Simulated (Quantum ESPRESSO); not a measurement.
## HfO2 (Fm-3m): from Born charge to LO-TO splitting

Aim: work out the LO frequency and the static dielectric constant of HfO2 (Fm-3m) from one linear-response run, then check them.

Calculated with Quantum ESPRESSO 7.5; DFT PBEsol, scalar-relativistic, plane waves, PseudoDojo norm-conserving pseudopotentials.

## (1) The relaxed structure

It takes space group Fm-3m (No. 225, cubic). Conventional cell: a = 5.022 Å, b = 5.022 Å, c = 5.022 Å, α = 90.00°, β = 90.00°, γ = 90.00°. Hf has 8 O at 2.17 Å nearest. Nearest to O lie 4 Hf at 2.17 Å. Farther neighbours and most contacts between anions are not listed.

Structure file:

```xyz
3
Lattice="-2.5109 0.0000 2.5109 0.0000 2.5109 2.5109 -2.5109 2.5109 0.0000" Properties=species:S:1:pos:R:3 pbc="T T T"
Hf    0.0000    0.0000    0.0000
O    -3.7663    3.7663    3.7663
O    -1.2554    1.2554    1.2554
```

This is the cell after its relaxation at this level of theory, not the database cell from which that began.

## (2) What the response run gave

A linear-response run on the relaxed cell, with the response to an electric field; only its zone-centre results are used. Cutoff 92 Ry, k mesh 8×8×8.

Log:

```text
[banners, grids, parts of the stress and lines that vanish by symmetry left out]
Program PHONON v.7.5
     Reading xml data from directory:

[...]
Exchange-correlation= PBESOL
                           (   1   4  10   8   0   0   0)
[...]
kinetic-energy cut-off    =      92.0000  Ry
     charge density cut-off    =     368.0000  Ry
     convergence threshold     =      1.0E-18
[...]
Exchange-correlation= PBESOL
                           (   1   4  10   8   0   0   0)
[...]
q = (   0.0000000   0.0000000   0.0000000 )
     49 Sym.Ops. (with q -> -q+G )
     G cutoff =  419.7184  (  25509 G-vectors)     FFT grid: ( 45, 45, 45)
     number of k points=    29
[...]
Mode symmetry, O_h (m-3m)  point group:
[...]
Dielectric constant
[...]
End of electric fields calculation
          Dielectric constant in cartesian axis
          (       5.229116786      -0.000000000      -0.000000000 )
          (      -0.000000000       5.229116786       0.000000000 )
          (      -0.000000000       0.000000000       5.229116786 )
          Effective charges (d Force / dE) in cartesian axis without acoustic sum rule applied (asr)
           atom    1  Hf    Mean Z*:        5.51916
      Ex  (        5.51916        0.00000        0.00000 )
      Ey  (       -0.00000        5.51916       -0.00000 )
      Ez  (        0.00000       -0.00000        5.51916 )
           atom    2  O     Mean Z*:       -2.75933
      Ex  (       -2.75933        0.00000       -0.00000 )
      Ey  (        0.00000       -2.75933        0.00000 )
      Ez  (       -0.00000        0.00000       -2.75933 )
           atom    3  O     Mean Z*:       -2.75933
      Ex  (       -2.75933       -0.00000       -0.00000 )
      Ey  (       -0.00000       -2.75933        0.00000 )
      Ez  (       -0.00000        0.00000       -2.75933 )
          Effective charges Sum: Mean:        0.00051
[...]
Effective charges (d Force / dE) in cartesian axis with asr applied:
           atom    1  Hf    Mean Z*:        5.51899
[...]
atom    2  O     Mean Z*:       -2.75950
[...]
atom    3  O     Mean Z*:       -2.75950
[...]
Representation #   1 modes #   1   2   3
[...]
End of self-consistent calculation
     Convergence has been achieved
     Representation #   2 modes #   4   5   6
[...]
End of self-consistent calculation
     Convergence has been achieved
     Representation #   3 modes #   7   8   9
[...]
End of self-consistent calculation
     Convergence has been achieved
[...]
Dielectric constant in cartesian axis
          (       5.229116786      -0.000000000      -0.000000000 )
          (      -0.000000000       5.229116786       0.000000000 )
          (      -0.000000000       0.000000000       5.229116786 )
          Effective charges (d Force / dE) in cartesian axis without acoustic sum rule applied (asr)
           atom    1  Hf    Mean Z*:        5.51916
      Ex  (        5.51916        0.00000        0.00000 )
      Ey  (       -0.00000        5.51916       -0.00000 )
      Ez  (        0.00000       -0.00000        5.51916 )
           atom    2  O     Mean Z*:       -2.75933
      Ex  (       -2.75933        0.00000       -0.00000 )
      Ey  (        0.00000       -2.75933        0.00000 )
      Ez  (       -0.00000        0.00000       -2.75933 )
           atom    3  O     Mean Z*:       -2.75933
      Ex  (       -2.75933       -0.00000       -0.00000 )
      Ey  (       -0.00000       -2.75933        0.00000 )
      Ez  (       -0.00000        0.00000       -2.75933 )
          Effective charges Sum: Mean:        0.00051
[...]
Effective charges (d Force / dE) in cartesian axis with asr applied:
           atom    1  Hf    Mean Z*:        5.51899
[...]
atom    2  O     Mean Z*:       -2.75950
[...]
atom    3  O     Mean Z*:       -2.75950
[...]
q = (    0.000000000   0.000000000   0.000000000 )
[...]
freq (    1) =      -0.054449 [THz] =      -1.816236 [cm-1]
     freq (    2) =      -0.054449 [THz] =      -1.816236 [cm-1]
     freq (    3) =      -0.054449 [THz] =      -1.816236 [cm-1]
     freq (    4) =       7.103398 [THz] =     236.943837 [cm-1]
     freq (    5) =       7.103398 [THz] =     236.943837 [cm-1]
     freq (    6) =       7.103398 [THz] =     236.943837 [cm-1]
     freq (    7) =      17.560186 [THz] =     585.744750 [cm-1]
     freq (    8) =      17.560186 [THz] =     585.744750 [cm-1]
     freq (    9) =      17.560186 [THz] =     585.744750 [cm-1]
[...]
Mode symmetry, O_h (m-3m)  point group:
     freq (   1-   3) =         -1.8  [cm-1]   --> T_1u G_15  G_4- I
     freq (   4-   6) =        236.9  [cm-1]   --> T_1u G_15  G_4- I
     freq (   7-   9) =        585.7  [cm-1]   --> T_2g G_25' G_5+ R

   JOB DONE.
```

```
                       quantity    value
             cell volume Ω (Å³)   31.659
                 mass of Hf (u)  178.490
                  mass of O (u)   15.999
     Born charge of Hf, raw (e)    5.519
      Born charge of O, raw (e)   -2.759
                             ε∞    5.229
ω(TO) after the sum rule (cm⁻¹)    236.9
```

## (3) The calculation

The charges must sum to zero over the cell; taking off their mean, 0.000 e, leaves Z* = 5.519 e on Hf. In the polar mode Hf moves against the two O, so the reduced mass is μ = 178.49 × 32.00 / 210.49 = 27.134 u.

A longitudinal wave builds up a field that adds to the restoring force: ω(LO)² = ω(TO)² + 4π Z*² / (μ Ω ε∞), in Hartree atomic units. With μ = 49462 electron masses and Ω = 213.64 bohr³ the second term is 6.9270e-06 Ha², or 333667 cm⁻² (1 Ha = 219474.6 cm⁻¹).

So ω(LO) = √(56141 + 333667) = 624.3 cm⁻¹, and by the Lyddane-Sachs-Teller relation ε₀ = ε∞ (ω(LO)/ω(TO))² = 36.31.

## (4) Check against the program

The analysis program adds the same non-analytic term to the full matrix, here for q along (1 0 0).

Log:

```text
[banners, grids, parts of the stress and lines that vanish by symmetry left out]
[banner, memory and clock lines left out]
Program DYNMAT v.7.5

     Reading Dynamical Matrix from file g.dyn
     ...Force constants read
     ...epsilon and Z* read

     Polarizability (A^3 units)
     multiply by 0.414988 for Clausius-Mossotti correction
        10.654501   -0.000000   -0.000000
        -0.000000   10.654501    0.000000
        -0.000000    0.000000   10.654501

     IR activities are in (D/A)^2/amu units

# mode   [cm-1]    [THz]      IR
    1     -0.00   -0.0000    0.0000
    2      0.00    0.0000    0.0000
[...]
8    585.74   17.5601    0.0000
    9    624.34   18.7174   25.8987

[end of the log left out, with the tail of the file of modes that dynmat.x writes under the same name]
```

ε₀ comes from the program's run without a direction of q.

```
    quantity  by hand  program
ω(LO) (cm⁻¹)    624.3    624.3
          ε₀    36.31    36.31
```

## (5) Summary of results

- TO mode: 236.9 cm⁻¹
- LO mode: 624.3 cm⁻¹
- static dielectric constant: 36.31

In words: The LO mode of HfO2 (Fm-3m) lies at 624 cm⁻¹, 387 cm⁻¹ above the TO mode; the formula meets the program within 0.1 cm⁻¹, as it must for a cubic crystal with one polar mode. ω(LO)² − ω(TO)² goes with Z*²/ε∞: an error of 5 % in ε∞ would move the LO mode by 12.9 cm⁻¹, and semilocal functionals tend to overestimate ε∞. These are harmonic values at zero temperature, at the volume of this functional, for the structure held cubic; stability elsewhere in the zone is no part of this calculation.

[Host names and launcher messages were left out of these logs when they were recorded.]

[Logs are printed without paths, hosts, clocks, repeated set-up lines and the standing remarks that a program may print on its own settings, such as how far it seeks lower states.]

[Hosts, paths, dates, database ids (printed as entryN), source tags and the programs' standing remarks are cut or masked in the printed files.]
